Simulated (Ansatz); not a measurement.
An Ansatz (a quantum-chemistry and plane-wave program) run: GeO2 with a change (biaxial strain −0.81 %, plane normal [001], relaxed out of plane); plane-wave PAW DFT at the PBE level (Ansatz, 420 eV), no spin-orbit coupling, earlier PAW set.

Input:

Ansatz 0.2 input:
```yaml
crystal:
  lattice:
    - [4.4520143085, 0, 0]
    - [0, 4.4520143085, 0]
    - [0, 0, 2.9170803584]
  atoms:
    - { symbol: Ge, position: [0, 0, 0] }
    - { symbol: Ge, position: [0.5, 0.5, 0.5] }
    - { symbol: O, position: [0.3071396036, 0.3071396036, 0] }
    - { symbol: O, position: [0.8071396036, 0.1928603964, 0.5] }
    - { symbol: O, position: [0.1928603964, 0.8071396036, 0.5] }
    - { symbol: O, position: [0.6928603964, 0.6928603964, 0] }
basis: { ecutwfc: 420, ecutrho_ratio: 4, xc_grid: 2, fft_grid_basis: typed }
kpoints: { mp_grid: { grid: [7, 7, 11] } }
hamiltonian:
  xc: pbe
  dispersion: none
  pseudopotentials: { azcp: { folder: ./paw }, kind: paw }
scf: { occupations: { method: fermi_dirac, width: 0.05 } }
relax: { f_tol: 0.005, max_steps: 50, cell: { stress_tol: 0.01, fix: [a, b, gamma] } }
output: { forces: true, stress: true }
checkpoint: { write: state.ck, write_every: 1000 }
```

Output (explanatory and most iteration lines left out):

```
Relaxation: its limit of steps is 50 (relax.max_steps)
Pseudopotential: Ge, paw, valence charge 14
Pseudopotential: O, paw, valence charge 6
Crystal: 6 atoms, lattice volume = 57.818 Å³
Basis set: ecut = 420 eV, 1161 PW (Γ), exchange–correlation on 60×60×40 points (8 copies of the dense FFT grid, shifted against one another)
Bands: 32, of which v1, the nominal top of the filled ones, is band 26 counted from 1 (25 counted from 0)
Symmetry: 16 space group operations
Space group: P42/mnm (ITA 136), of the structure as read, at distance tolerance 3.9e-5 Å
k-points: 60 of 539
Functional: x = pbe(κ = 0.804, μ = 0.2195149727645171), c = pbe(β = 0.06672455060314922)
SCF iter   1: F=—  HF=-10860.495768 eV  |F-HF|=—  |Δ(HF+E_count)|=         —  Δρ=1.16e-1  dr2=4.08e0  ethr=3.10e-3  ⟨swp⟩=6.0  Hψ=7949  notcnv=0  defer=3
SCF iter   2: F=—  HF=-10859.477525 eV  |F-HF|=—  |Δ(HF+E_count)|=    1.02e0  Δρ=5.27e-2  dr2=6.08e-1  ethr=3.10e-3  ⟨swp⟩=2.1  Hψ=3528  notcnv=0  defer=101
SCF 1 converged in 9 iterations: F = -10859.341127 eV  dr2 = 5.27e-10
relax step   1: F+E_penalty+E_count = -10859.34112653 eV  Δ(F+E_penalty+E_count) = +0.000e0 eV  max|allowed force component| = 7.654e-2 eV/Å  Δτ_max = 0.0000 Å  P = +2.268 GPa  Ω = 57.818 Å³  fix = [a, b, gamma]  reactions: a +3.072, b +3.072 GPa  (9 SCF iters, dr2 threshold 1.00e-7 eV, accepted)
[... steps on the carried basis left out ...]
relax step   6: F+E_penalty+E_count = -10859.34214974 eV  Δ(F+E_penalty+E_count) = -1.392e-5 eV  max|allowed force component| = 1.089e-5 eV/Å  Δτ_max = 0.0000 Å  P = +1.746 GPa  Ω = 57.878 Å³  energy of the carried Pulay correction = +1.348e-5 eV  fix = [a, b, gamma]  reactions: a +2.618, b +2.618 GPa  (4 SCF iters, dr2 threshold 3.06e-9 eV, accepted)
Crystal: 6 atoms, lattice volume = 57.878 Å³
SCF iter   1: F=—  HF=-10859.342143 eV  |F-HF|=—  |Δ(HF+E_count)|=         —  Δρ=2.82e-6  dr2=9.81e-10  ethr=2.12e-8  ⟨swp⟩=3.8  Hψ=12914  notcnv=0
SCF iter   2: F=—  HF=-10859.342138 eV  |F-HF|=—  |Δ(HF+E_count)|=   4.69e-6  Δρ=1.10e-6  dr2=2.11e-10  ethr=1.89e-12  ⟨swp⟩=3.0  Hψ=4439  notcnv=0
SCF 7 converged in 5 iterations: F = -10859.342138 eV  dr2 = 5.37e-13
SCF converged after 5 iterations
Free energy (F): -10859.342138 eV
Internal energy: -10859.342138 eV  (E = F + TS)
E sigma→0 (E₀):  -10859.342138 eV
Entropy (-TS):   -0.000000 eV (-0.000 meV/atom)
Fermi energy:    10.387562 eV
--- Forces (eV/Å), atoms counted from 1 ---
  atom   1  Ge     0.00000000     0.00000000     0.00000000
  atom   2  Ge     0.00000000    -0.00000000     0.00000000
  atom   3  O     -0.00000850    -0.00000850     0.00000000
  atom   4  O     -0.00000850     0.00000850     0.00000000
  atom   5  O      0.00000850    -0.00000850     0.00000000
  atom   6  O      0.00000850     0.00000850     0.00000000
--- Stress (GPa, compression-positive) ---
        2.618359       0.000000       0.000000
        0.000000       2.618359       0.000000
        0.000000       0.000000       0.000143
  P = ⅓ Tr σ = 1.7456 GPa (17.456 kbar)
--- Relaxed structure (5 steps of the walk, 5 accepted, 2 SCFs on fresh bases) ---
  cell:  # Å, volume = 57.8776 Å³
    - [4.4520143085, 0.0, 0.0]
    - [0.0, 4.4520143085, 0.0]
    - [0.0, 0.0, 2.920096020907388]
  atoms:
    - { symbol: Ge, position: [-7.610334455907787e-22, 1.6108541265004806e-20, 0.0] }
    - { symbol: Ge, position: [0.5, 0.5, 0.5] }
    - { symbol: O, position: [0.3064810902930102, 0.3064810902930102, 0.0] }
    - { symbol: O, position: [0.8064810902930103, 0.19351890970698984, 0.5] }
    - { symbol: O, position: [0.19351890970698984, 0.8064810902930103, 0.5] }
    - { symbol: O, position: [0.6935189097069898, 0.6935189097069898, 0.0] }
```

Stability against distortions was not tested. The cell was made from GeO$_{2}$ in the rutile structure (space group P4_2/mnm, No. 136) by this change: biaxial strain −0.81 %, plane normal [001], relaxed out of plane.
